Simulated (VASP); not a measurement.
**VASP inputs for MgF$_{2}$ (database structure)**

INCAR

```
ISMEAR = -1
LREAL = .FALSE.
LASPH = .TRUE.
PREC = Accurate
SIGMA = 0.02
LCHARG = .FALSE.
GGA = PE
ISIF = 2
EDIFF = 1E-7
LWAVE = .FALSE.
NSW = 0
NELM = 120
IBRION = -1
ENCUT = 520
NBANDS = 25
```

KPOINTS

```
KPOINTS created by Atomic Simulation Environment
0
Gamma
6 6 8
0 0 0
```

KPOINTS_OPT

```
special points
6
Reciprocal
0.0000000000 0.0000000000 0.0000000000 1
0.0000000000 0.5000104313 0.0000000000 1
0.4999895687 0.5000104313 0.0000000000 1
0.0000000000 0.0000000000 0.5000000000 1
0.0000000000 0.5000104313 0.5000000000 1
0.4999895687 0.5000104313 0.5000000000 1
```

POSCAR

```
Mg F
 1.0000000000000000
     4.6218997681059815    0.0000000000000000    0.0000000000000000
     0.0000000000000000    4.6220926218732634    0.0000000000000000
     0.0000000000000000    0.0000000000000000    3.0461460127241189
 Mg  F
   2   4
Cartesian
  2.3109498840529903  2.3110463109366313  1.5230730063620594
 -0.0000000000000000  0.0000000000000000  0.0000000000000000
  3.7109761021090346  0.9105862766870663  1.5230730063620594
  0.9109236659969464  3.7115063451861965  1.5230730063620594
  1.4000262180560445  1.4004600342495657  0.0000000000000000
  3.2218735500499376  3.2216325876236978  0.0000000000000000
```

VASP ran with the recommended PBE PAW datasets (32 valence electrons in the cell).

Problem. What does this run give?

Solution. gap between bands v and c 7.12 eV; least direct gap 7.12 eV; pressure 4.1 GPa; largest force 0.03 eV/Å.

Band v is the last that the valence electrons fill when counted band by band, and c is the next. Levels in eV from the top of v:

| point | v−1 | v | c | c+1 |
| --- | --- | --- | --- | --- |
| Γ | -0.32 | 0.00 | 7.12 | 12.27 |
| X | -0.38 | -0.38 | 9.53 | 9.53 |
| M | -0.78 | -0.78 | 11.24 | 11.24 |
| Z | -0.86 | -0.86 | 11.88 | 11.88 |
| R | -0.67 | -0.67 | 12.78 | 12.78 |
| A | -0.48 | -0.48 | 13.33 | 13.33 |
